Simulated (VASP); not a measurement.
The system is WC (Qusongite).

```
CELL_PARAMETERS angstrom
2.90650 0.00000 0.00000
-1.45325 2.51710 0.00000
0.00000 0.00000 2.83660
ATOMIC_POSITIONS crystal
W 0.99752 0.99819 0.99559
C 0.65551 0.33988 0.50414
```

- Program: VASP 6.6.1
- Task: relaxation of cell and atoms
- Functional: PBE
- Dispersion: D3(BJ)
- Potentials or basis: VASP PAW PBE potentials, release 64 (W_sv, C)
- Cutoff: 600 eV
- k mesh: 8 × 8 × 7
- Occupations: tetrahedron
- Spin: no spin polarisation

At the start: pressure -0.1 GPa; volume 10.38 Å³/atom.

Question: Where does the relaxation end?

Answer: Over 9 steps the energy falls by 9.1 meV/atom and the volume is 10.36 Å³/atom (-0.1 %); space group P-6m2 (No. 187, to 0.05 Å).

The path:
| step | energy change (eV) | largest force (eV/Å) | pressure (GPa) | volume (Å³) |
| --- | --- | --- | --- | --- |
| 1 | 0.0000 | 0.7299 | -0.13 | 20.75 |
| 2 | -0.0103 | 0.3765 | 0.15 | 20.73 |
| 3 | -0.0166 | 0.0663 | -0.22 | 20.74 |
| 4 | -0.0182 | 0.0515 | 0.61 | 20.70 |
| 5 | -0.0182 | 0.0187 | 0.53 | 20.70 |
| 6 | -0.0183 | 0.0065 | 0.31 | 20.71 |
| 7 | -0.0183 | 0.0050 | 0.31 | 20.71 |
| 8 | -0.0182 | 0.0055 | -0.69 | 20.76 |
| 9 | -0.0183 | 0.0029 | 0.04 | 20.72 |

Final structure:
```yaml
crystal:
  lattice:
    - [2.90468, 0.00144, 0.00041]
    - [-1.45109, 2.51623, -0.00041]
    - [0.00041, -0.00023, 2.83465]
  atoms:
    - { symbol: W, position: [0.99337, 0.00218, 0.99984] }
    - { symbol: C, position: [0.65966, 0.33588, 0.49989] }
```

Caveat: pairwise dispersion overbinds metals, which lowers pressure and volume; tetrahedron occupations give inexact forces and stress in metals.
